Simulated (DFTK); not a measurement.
CsI under changes of volume

One of the cells (47.619 Å³/atom); the others are scaled copies at fixed shape and fractional positions:

```
CELL_PARAMETERS angstrom
4.56670 0.00000 0.00000
0.00000 4.56670 0.00000
0.00000 0.00000 4.56670
ATOMIC_POSITIONS crystal
Cs 0.00000 0.00000 0.00000
I 0.50000 0.50000 0.50000
```

* Program: DFTK 0.8.2
* Functional: PBE
* Potentials or basis: dojo.nc.sr.pbe.v0_4_1.standard.upf (PBE)
* Cutoff: 952 eV
* k mesh: 6 × 6 × 6
* Occupations: fermi-dirac, width 0.05 eV
* Spin: no spin polarisation

```csv
volume (Å³/atom),energy over the lowest point (meV/atom),pressure (GPa),gap on the mesh (eV)
44.762,28.10,1.7,4.10
45.714,19.04,1.3,4.03
46.666,12.00,1.0,3.95
47.619,?,?,?
48.571,3.12,0.5,3.82
49.523,0.92,0.3,3.76
50.476,0.00,0.1,3.70
```

**Question.** What does the run at 47.619 Å³/atom give?

**Answer.** Energy over the lowest point 6.76 meV/atom; pressure 0.7 GPa; gap on the mesh 3.88 eV.

Worked out: A Birch-Murnaghan fit of order 3 (a polynomial in V^(-2/3)) to the other rows has its minimum at 50.75 Å³/atom, just outside them, with B0 = V·E''(V) = 9.9 GPa and B' = 5.0. It gives 6.75 meV/atom at 47.619 Å³/atom, against the run's 6.76, and -dE/dV = 0.7 GPa, against 0.7. A straight line through the other rows of the gap, of slope -3.34 eV per unit of ln V, gives 3.89 eV, against the run's 3.88.

Energies are extrapolated to zero smearing.

Caveats: the minimum lies outside the volumes run; spin-orbit coupling is left out, which moves the levels of the heavy elements.

A mesh can miss the band edges.
